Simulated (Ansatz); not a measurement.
# SiC: a line through an energy map

Aim: follow the energy of SiC (F-43m, No. 216; 2 atoms in the cell) along one coordinate, amplitude of mode 6 (786 cm⁻¹), with the other held at equal normal strain along x, y and z = 0.83 %.

The COD entry's cell or inner coordinates are ideal or old and differ from later refinements, so a difference from it is no clean test against experiment.

Program: Ansatz 0.2.0. Level of theory: DFT PBEsol, scalar-relativistic, plane waves, PAW. These are calculated values, not measurements.

11 further runs of the same task are left out: 11 set aside as unsound or not needed.

### 1 The system as given

Symmetry: F-43m, No. 216, cubic system. Conventional cell: a = 4.357 Å, b = 4.357 Å, c = 4.357 Å, α = 90.00°, β = 90.00°, γ = 90.00°. Si (site symmetry -43m) is surrounded by 4 C at 1.89 Å. C (site symmetry -43m) has 4 Si at 1.89 Å as nearest neighbours.

Structure file:

```xyz
2
Lattice="0.0000 2.1784 2.1784 2.1784 0.0000 2.1784 2.1784 2.1784 0.0000" Properties=species:S:1:pos:R:3 pbc="T T T"
Si    0.0000    0.0000    0.0000
C     3.2676    3.2676    3.2676
```

This cell was relaxed beforehand with the same method: volume 10.34 Å³/atom, gap on the mesh 1.24 eV.

### 2 Plan of the line

The energy is mapped over a normal mode and a strain (zone-centre modes of the cell shown).

The axes are (1) amplitude of mode 6 (786 cm⁻¹), largest displacement in the unstrained cell: 11 values from −0.060 Å; (2) equal normal strain along x, y and z: 7 values from −2.50 %.

Nothing else is relaxed (the pattern is fixed in fractional coordinates). Energies count from the relaxed high-symmetry cell. Points are written as (first, second).

The modes come from a phonon run on the reference cell, made beforehand.

The patterns, per unit of each coordinate (Å):

| atom | x1 | y1 | z1 |
| --- | --- | --- | --- |
| Si1 | 0.000 | -0.428 | 0.000 |
| C2 | 0.000 | 1.000 | 0.000 |

### 3 Point (−0.060 Å, 0.83 %)

Input file input.yaml:

```yaml
crystal:
  lattice:
    - [0.0, 2.1964702184, 2.1964702184]
    - [2.1964702184, 0.0, 2.1964702184]
    - [2.1964702184, 2.1964702184, 0.0]
  atoms:
    - { symbol: Si, position: [0.0058896629, -0.0058896629, 0.0058896629] }
    - { symbol: C, position: [0.7362283587, 0.7637716413, 0.7362283587] }
basis:
  ecutwfc: 520.0
kpoints:
  mp_grid: { grid: [10, 10, 10] }
hamiltonian:
  xc: pbesol
scf:
  occupations: { method: gaussian, width: 0.05 }
output:
  forces: true
  stress: true
  eigenvalues: true
```

On the command line:

```
> ansatz run input.yaml --threads 1 --pin off --max-ram 2048MiB --backend cpu --events-out ev --progress --plain --runs-dir out
```

The program printed, cut to the lines that bear on the results:

```text
Warning: RAYON_NUM_THREADS=1 ignored (pool sized by the plan → 1); use --threads N
[...]
Pseudopotentials: kind: paw
Pseudopotential: Si, paw, valence charge 4, recommended cutoff 420 eV (normal), Si.paw.azcp
Pseudopotential: C, paw, valence charge 4, recommended cutoff 420 eV (normal), C.paw.azcp
Functional definition: PBEsol
[...]
Crystal: 2 atoms, lattice volume = 21.194 Å³
Basis set: ecut = 520 eV, 537 PW (Γ), exchange–correlation on 48×48×48 points (8 copies of the dense FFT grid, shifted against one another)
Bands: 8, of which v1, the nominal top of the filled ones, is band 4 counted from 1 (3 counted from 0)
Symmetry: 4 space group operations
Space group: Imm2 (ITA 44), of the structure as read, at distance tolerance 2.8e-5 Å
k-points: 171 of 1000 (time reversal used)
[...]
SCF iter   1: F=—  HF=-868.638305 eV  |F-HF|=—  |Δ(HF+E_count)|=         —  Δρ=8.31e-3  dr2=1.79e-2  ethr=1.77e-3  ⟨swp⟩=5.8  Hψ=11373  notcnv=0
[...]
SCF iter   6: F=-868.633161 eV  HF=-868.633161 eV  |F-HF|=2.27e-10  |Δ(HF+E_count)|=   5.20e-9  Δρ=2.68e-6  dr2=1.03e-9  ethr=2.18e-10  ⟨swp⟩=2.0  Hψ=4379  notcnv=0
[...]
SCF converged after 6 iterations
Free energy (F): -868.633161 eV
[...]
E sigma→0 (E₀):  -868.633161 eV
Fermi energy:    9.929705 eV
[...]
--- Forces (eV/Å), atoms counted from 1 ---
  atom   1  Si    -0.00000000    -1.54854307     0.00000000
  atom   2  C      0.00000000     1.54854160    -0.00000000
[...]
--- Stress (GPa, compression-positive) ---
       -4.015460      -0.000000      -4.733924
        0.000000      -5.230292       0.000000
       -4.733924       0.000000      -4.015460
  P = ⅓ Tr σ = -4.4204 GPa (-44.204 kbar)
--- Band table (eV; the first three rows and the last of 171) ---
  k-point 0: bands = ["-6.1198", "8.6891", "9.1335", "9.4989", "14.9786", "16.0554", "16.1896", "16.3938"]
[...]
```

Run time: 4.4 s. Hardware: 1 thread of Intel Xeon Platinum 8259CL at 2.50GHz (Skylake/Cascade Lake), shared host; peak memory 0.4 GiB.

On the map this point reads 76 meV.

### 4 Point (−0.048 Å, 0.83 %)

Edit input.yaml of step 3 so:

```diff
@@ -6,4 +6,4 @@
   atoms:
-    - { symbol: Si, position: [0.0058896629, -0.0058896629, 0.0058896629] }
-    - { symbol: C, position: [0.7362283587, 0.7637716413, 0.7362283587] }
+    - { symbol: Si, position: [0.0047117304, -0.0047117304, 0.0047117304] }
+    - { symbol: C, position: [0.738982687, 0.761017313, 0.738982687] }
 basis:
```

On the command line:

```
> ansatz run input.yaml --threads 1 --pin off --max-ram 2048MiB --backend cpu --events-out ev --progress --plain --runs-dir out
```

The program printed, cut to the lines that bear on the results:

```text
Warning: RAYON_NUM_THREADS=1 ignored (pool sized by the plan → 1); use --threads N
[...]
[... 4 set-up lines as earlier in the session ...]
[...]
Crystal: 2 atoms, lattice volume = 21.194 Å³
Basis set: ecut = 520 eV, 537 PW (Γ), exchange–correlation on 48×48×48 points (8 copies of the dense FFT grid, shifted against one another)
Bands: 8, of which v1, the nominal top of the filled ones, is band 4 counted from 1 (3 counted from 0)
[... 2 set-up lines as earlier in the session ...]
k-points: 171 of 1000 (time reversal used)
[...]
SCF iter   1: F=—  HF=-868.662461 eV  |F-HF|=—  |Δ(HF+E_count)|=         —  Δρ=8.33e-3  dr2=1.80e-2  ethr=1.77e-3  ⟨swp⟩=5.7  Hψ=11347  notcnv=0
[...]
SCF iter   6: F=-868.657278 eV  HF=-868.657278 eV  |F-HF|=1.65e-10  |Δ(HF+E_count)|=   4.79e-9  Δρ=2.56e-6  dr2=9.25e-10  ethr=2.11e-10  ⟨swp⟩=2.0  Hψ=4322  notcnv=0
[...]
SCF converged after 6 iterations
Free energy (F): -868.657278 eV
[...]
E sigma→0 (E₀):  -868.657278 eV
Fermi energy:    9.898108 eV
[...]
--- Forces (eV/Å), atoms counted from 1 ---
  atom   1  Si    -0.00000000    -1.24308910     0.00000000
  atom   2  C      0.00000000     1.24308913     0.00000000
[...]
--- Stress (GPa, compression-positive) ---
       -4.453926       0.000000      -3.775980
       -0.000000      -5.232071       0.000000
       -3.775980       0.000000      -4.453926
  P = ⅓ Tr σ = -4.7133 GPa (-47.133 kbar)
--- Band table (eV; the first three rows and the last of 171) ---
  k-point 0: bands = ["-6.1178", "8.7782", "9.1283", "9.4280", "14.9903", "16.0792", "16.1930", "16.3519"]
[...]
```

It took 4.2 s on 1 thread of Intel Xeon Platinum 8259CL at 2.50GHz (Skylake/Cascade Lake), shared host; peak memory 0.4 GiB.

That is 52 meV from the zero.

### 5 The run at (−0.036 Å, 0.83 %)

Edit input.yaml of step 4 so:

```diff
@@ -6,4 +6,4 @@
   atoms:
-    - { symbol: Si, position: [0.0047117304, -0.0047117304, 0.0047117304] }
-    - { symbol: C, position: [0.738982687, 0.761017313, 0.738982687] }
+    - { symbol: Si, position: [0.0035337978, -0.0035337978, 0.0035337978] }
+    - { symbol: C, position: [0.7417370152, 0.7582629848, 0.7417370152] }
 basis:
@@ -20 +20,5 @@
   eigenvalues: true
+  write_density: true
+  write_potential: true
+  elf: true
+  volumetric_format: npy
```

On the command line:

```
> ansatz run input.yaml --threads 1 --pin off --max-ram 2048MiB --backend cpu --events-out ev --progress --plain --runs-dir out
```

The program printed, cut to the lines that bear on the results:

```text
Warning: RAYON_NUM_THREADS=1 ignored (pool sized by the plan → 1); use --threads N
[...]
[... 4 set-up lines as earlier in the session ...]
[...]
Crystal: 2 atoms, lattice volume = 21.194 Å³
Basis set: ecut = 520 eV, 537 PW (Γ), exchange–correlation on 48×48×48 points (8 copies of the dense FFT grid, shifted against one another)
Bands: 8, of which v1, the nominal top of the filled ones, is band 4 counted from 1 (3 counted from 0)
[... 2 set-up lines as earlier in the session ...]
k-points: 171 of 1000 (time reversal used)
[...]
SCF iter   1: F=—  HF=-868.681306 eV  |F-HF|=—  |Δ(HF+E_count)|=         —  Δρ=8.34e-3  dr2=1.81e-2  ethr=1.77e-3  ⟨swp⟩=5.7  Hψ=11337  notcnv=0
[...]
SCF iter   6: F=-868.676092 eV  HF=-868.676092 eV  |F-HF|=1.07e-10  |Δ(HF+E_count)|=   4.55e-9  Δρ=2.47e-6  dr2=8.34e-10  ethr=2.01e-10  ⟨swp⟩=5.1  Hψ=6525  notcnv=0
[...]
SCF converged after 6 iterations
Free energy (F): -868.676092 eV
[...]
E sigma→0 (E₀):  -868.676092 eV
Fermi energy:    9.864295 eV
[...]
--- Forces (eV/Å), atoms counted from 1 ---
  atom   1  Si    -0.00000000    -0.93480430     0.00000000
  atom   2  C      0.00000000     0.93480461    -0.00000000
[...]
--- Stress (GPa, compression-positive) ---
       -4.795581       0.000000      -2.825448
       -0.000000      -5.233573       0.000000
       -2.825448       0.000000      -4.795581
  P = ⅓ Tr σ = -4.9416 GPa (-49.416 kbar)
--- Band table (eV; the first three rows and the last of 171) ---
  k-point 0: bands = ["-6.1161", "8.8659", "9.1244", "9.3544", "14.9994", "16.1056", "16.1958", "16.3114"]
[...]
```

Run time: 5.4 s. Hardware: 1 thread of Intel Xeon Platinum 8259CL at 2.50GHz (Skylake/Cascade Lake), shared host; peak memory 0.4 GiB.

The maps below are laid out on this run's own conventional cell (a, b, c = 3.106, 3.106, 4.393 Å).

Density in a lattice plane of the grid's cell (edges 3.11 and 4.39 Å, at 0.000 of the third edge), which holds Si and C.

Ten even steps from ' ' (0.05 e/Å³) to '@' (1.82 e/Å³):
```
      ..........  ..........    
  ........              ........
........                  ......
......                      ....
....                          ..
                                
                                
                                
                                
            ..........          
          ..::::::::::..        
        ..::--==++==--::..      
      ..::--++######++--::..    
    ....--++##@@@@@@##++--....  
......::==**%%@@@@@@%%**==::....
....::--++##@@@@@@@@@@##++--::..
....::--++**##%%%%%%##**++--::..
  ..::--==++++++**++++++==--::..
    ..::------------------::..  
      ..::::::......::::::..    
```
Columns run along the first of these edges and rows up along the second, over one cell in 16 and 20 even steps from the bottom left corner. Atoms in the plane (fractional): Si at (0.00, 0.00), C at (0.50, 0.24).

ELF in the same plane.

Ten even steps from '0' (0.02) to '9' (0.93):
```
2112455444554211
1112232222232211
3333221000122333
4433210000012334
3322100000001223
2111000000000111
0000000000000000
0000001111100000
0000012333210000
0000134666431000
0001356777653100
0013567888765310
0124677666776421
2246775323577642
3468885101588864
3589996212699985
2489998656899984
1369999878999963
2247999888999742
5314787767787413
```
Columns run along the first of these edges and rows up along the second, over one cell in 16 and 20 even steps from the bottom left corner. Atoms in the plane (fractional): Si at (0.00, 0.00), C at (0.50, 0.24).

Both are smooth fields of the valence electrons: close to the nuclei they are not physical.

Outside the cores ELF peaks at 0.93 on the C–Si line, 0.9 Å from C.

On the map this point reads 33 meV.

### 6 Point (−0.024 Å, 0.83 %)

Input file input.yaml:

```yaml
crystal:
  lattice:
    - [0.0, 2.1964702184, 2.1964702184]
    - [2.1964702184, 0.0, 2.1964702184]
    - [2.1964702184, 2.1964702184, 0.0]
  atoms:
    - { symbol: Si, position: [0.0023558652, -0.0023558652, 0.0023558652] }
    - { symbol: C, position: [0.7444913435, 0.7555086565, 0.7444913435] }
basis:
  ecutwfc: 520.0
kpoints:
  mp_grid: { grid: [10, 10, 10] }
hamiltonian:
  xc: pbesol
scf:
  occupations: { method: gaussian, width: 0.05 }
output:
  forces: true
  stress: true
  eigenvalues: true
```

On the command line:

```
> ansatz run input.yaml --threads 1 --pin off --max-ram 2048MiB --backend cpu --events-out ev --progress --plain --runs-dir out
```

The program printed, cut to the lines that bear on the results:

```text
Warning: RAYON_NUM_THREADS=1 ignored (pool sized by the plan → 1); use --threads N
[...]
[... 4 set-up lines as earlier in the session ...]
[...]
Crystal: 2 atoms, lattice volume = 21.194 Å³
Basis set: ecut = 520 eV, 537 PW (Γ), exchange–correlation on 48×48×48 points (8 copies of the dense FFT grid, shifted against one another)
Bands: 8, of which v1, the nominal top of the filled ones, is band 4 counted from 1 (3 counted from 0)
[... 2 set-up lines as earlier in the session ...]
k-points: 171 of 1000 (time reversal used)
[...]
SCF iter   1: F=—  HF=-868.694803 eV  |F-HF|=—  |Δ(HF+E_count)|=         —  Δρ=8.36e-3  dr2=1.82e-2  ethr=1.77e-3  ⟨swp⟩=5.7  Hψ=11340  notcnv=0
[...]
SCF iter   6: F=-868.689561 eV  HF=-868.689561 eV  |F-HF|=8.22e-11  |Δ(HF+E_count)|=   4.40e-9  Δρ=2.40e-6  dr2=7.85e-10  ethr=2.05e-10  ⟨swp⟩=2.0  Hψ=4240  notcnv=0
[...]
SCF converged after 6 iterations
Free energy (F): -868.689561 eV
[...]
E sigma→0 (E₀):  -868.689561 eV
Fermi energy:    9.828351 eV
[...]
--- Forces (eV/Å), atoms counted from 1 ---
  atom   1  Si    -0.00000000    -0.62438869    -0.00000000
  atom   2  C      0.00000000     0.62438973     0.00000000
[...]
--- Stress (GPa, compression-positive) ---
       -5.039965      -0.000000      -1.880503
       -0.000000      -5.234718       0.000000
       -1.880503       0.000000      -5.039965
  P = ⅓ Tr σ = -5.1049 GPa (-51.049 kbar)
--- Band table (eV; the first three rows and the last of 171) ---
  k-point 0: bands = ["-6.1150", "8.9521", "9.1215", "9.2783", "15.0059", "16.1346", "16.1978", "16.2723"]
[...]
```

Run time: 4 s. Hardware: 1 thread of Intel Xeon Platinum 8259CL at 2.50GHz (Skylake/Cascade Lake), shared host; peak memory 0.41 GiB.

On the map this point reads 19 meV.

### 7 Grid point (0.000 Å, 0.83 %)

Edit input.yaml of step 6 so:

```diff
@@ -6,4 +6,4 @@
   atoms:
-    - { symbol: Si, position: [0.0023558652, -0.0023558652, 0.0023558652] }
-    - { symbol: C, position: [0.7444913435, 0.7555086565, 0.7444913435] }
+    - { symbol: Si, position: [0.0, 0.0, 0.0] }
+    - { symbol: C, position: [0.75, 0.75, 0.75] }
 basis:
```

On the command line:

```
> ansatz run input.yaml --threads 1 --pin off --max-ram 2048MiB --backend cpu --events-out ev --progress --plain --runs-dir out
```

The program printed, cut to the lines that bear on the results:

```text
Warning: RAYON_NUM_THREADS=1 ignored (pool sized by the plan → 1); use --threads N
[...]
[... 4 set-up lines as earlier in the session ...]
[...]
Crystal: 2 atoms, lattice volume = 21.194 Å³
Basis set: ecut = 520 eV, 537 PW (Γ), exchange–correlation on 48×48×48 points (8 copies of the dense FFT grid, shifted against one another)
Bands: 8, of which v1, the nominal top of the filled ones, is band 4 counted from 1 (3 counted from 0)
Symmetry: 24 space group operations
Space group: F-43m (ITA 216), of the structure as read, at distance tolerance 2.8e-5 Å
k-points: 47 of 1000 (time reversal used)
[...]
SCF iter   1: F=—  HF=-868.705607 eV  |F-HF|=—  |Δ(HF+E_count)|=         —  Δρ=8.35e-3  dr2=1.82e-2  ethr=1.77e-3  ⟨swp⟩=5.8  Hψ=3116  notcnv=0
[...]
SCF iter   6: F=-868.700355 eV  HF=-868.700355 eV  |F-HF|=1.43e-11  |Δ(HF+E_count)|=   3.39e-9  Δρ=2.31e-6  dr2=6.87e-10  ethr=1.74e-10  ⟨swp⟩=2.0  Hψ=1137  notcnv=0
[...]
SCF converged after 6 iterations
Free energy (F): -868.700355 eV
[...]
E sigma→0 (E₀):  -868.700355 eV
Fermi energy:    9.751614 eV
[...]
--- Forces (eV/Å), atoms counted from 1 ---
  atom   1  Si    -0.00000000     0.00000000     0.00000000
  atom   2  C      0.00000000     0.00000000    -0.00000000
[...]
--- Stress (GPa, compression-positive) ---
       -5.235650      -0.000000       0.000000
        0.000000      -5.235650       0.000000
       -0.000000       0.000000      -5.235650
  P = ⅓ Tr σ = -5.2357 GPa (-52.357 kbar)
--- Band table (eV; the first three rows and the last of 47) ---
  k-point 0: bands = ["-6.1140", "9.1192", "9.1192", "9.1192", "15.0111", "16.1995", "16.1995", "16.1995"]
[...]
```

Run time: 1.4 s. Hardware: 1 thread of Intel Xeon Platinum 8259CL at 2.50GHz (Skylake/Cascade Lake), shared host; peak memory 0.34 GiB.

On the map this point reads 9 meV.

### 8 The line in numbers

```
amplitude of mode 6 (786 cm⁻¹), largest displacement in the unstrained cell (Å)  step  energy (meV)  slope (meV per Å)  pressure (GPa)  band gap on the k-mesh (eV)  largest force on an atom (eV/Å)
                                                                         −0.060     3            76              −2229           −4.42                         0.86                             1.55
                                                                         −0.048     4            52              −1789           −4.71                         0.94                             1.24
                                                                         −0.036     5            33              −1346           −4.94                         1.02                             0.94
                                                                         −0.024     6            19               −899           −5.11                         1.10                             0.62
                                                                         −0.012     –            11               −450           −5.20                         1.18                             0.31
                                                                          0.000     7             9                  0           −5.24                         1.26                             0.00
                                                                          0.012     –            11                450           −5.20                         1.18                             0.31
                                                                          0.024     –            19                899           −5.11                         1.10                             0.62
                                                                          0.036     –            33               1346           −4.94                         1.02                             0.94
                                                                          0.048     –            52               1789           −4.71                         0.94                             1.24
                                                                          0.060     –            76               2229           −4.42                         0.86                             1.55
```

Energies count from the relaxed high-symmetry cell. Rows without a step come from runs not printed here or follow by symmetry. Slopes come from the forces (and the stress, where the cell changes), not from differences of energies.

What this shows: The lowest point of the line is at 0.000 Å, 9 meV from the zero. Energies and slopes round the minimum, fitted together, put the minimum at 0.0000 Å, with a curvature of about 38000 meV per Å². The highest point computed, at −0.060 Å, lies 67 meV above the lowest. This is one cut through a surface in two coordinates; the map's lowest point lies off it. A rigid map gives upper bounds: relaxing the other coordinates can only lower a point.

The gaps are Kohn-Sham values of a semilocal functional, not quasiparticle or optical gaps. Such gaps usually fall short of the measured ones.
